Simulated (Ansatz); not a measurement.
Wanted: the native input for an Ansatz 0.2.0 run.

| Property | Result |
| --- | --- |
| Task | single point |
| Functional | PBE |
| Potentials or basis | Ansatz PAW |
| Cutoff | 350 eV |
| Density cutoff | 1400 eV |
| k mesh | 7 × 7 × 7 |
| Occupations | fermi-dirac, width 0.05 eV |
| Spin | no spin polarisation |

The system is BaTiO3 (Barioperovskite).

```
CELL_PARAMETERS angstrom
3.98550 0.00000 0.00000
0.00000 2.83690 2.84515
0.00000 -2.83690 2.84515
ATOMIC_POSITIONS crystal
Ba 0.00000 0.00000 0.00000
Ti 0.50000 0.51240 0.51240
O 0.50000 0.99184 0.50524
O 0.50000 0.50524 0.99184
O 0.00000 0.48740 0.48740
```

These files were run (other wordings do the same):

input.yaml

```yaml
crystal:
  lattice:
    - [3.9855, 0.0, 0.0]
    - [0.0, 2.8369, 2.84515]
    - [0.0, -2.8369, 2.84515]
  atoms:
    - { symbol: Ba, position: [0.0, 0.0, 0.0] }
    - { symbol: Ti, position: [0.5, 0.5124, 0.5124] }
    - { symbol: O, position: [0.5, 0.99184, 0.50524] }
    - { symbol: O, position: [0.5, 0.50524, 0.99184] }
    - { symbol: O, position: [0.0, 0.4874, 0.4874] }
hamiltonian:
  xc: pbe
  pseudopotentials: { kind: paw }
kpoints:
  mp_grid: { grid: [7, 7, 7] }
scf:
  occupations: { method: fermi_dirac, width: 0.05 }
basis:
  ecutwfc: "350 eV"
output:
  forces: true
  stress: true
  eigenvalues: true
  write_density: true
  write_potential: true
  elf: true
  volumetric_format: npy
```

Potentials or basis: Ansatz PAW.

Run with:

```console
$ ansatz run input.yaml --threads 2 --pin off --max-ram 5632MiB --backend cpu --events-out ev --progress --plain --runs-dir out
```

It gave:

| Property | Result |
| --- | --- |
| Pressure | 2.4 GPa |
| Largest force | 0.273 eV/Å |
| Band gap on the k mesh | 1.98 eV, indirect (least direct gap 2.08 eV) |

Caveat: odd divisions of the mesh miss points on the zone boundary, where band edges often lie, so the gap on the mesh can be too wide; the pressure holds a Pulay correction of +6.2 GPa for the finite cutoff; spin-orbit coupling is left out, which moves the levels of the heavy elements; the cutoff lies under the one recommended for these potentials.

Run time: 6.2 s on 2 threads of Arm Neoverse V1, with other jobs on the host, peak memory 0.4 GiB.
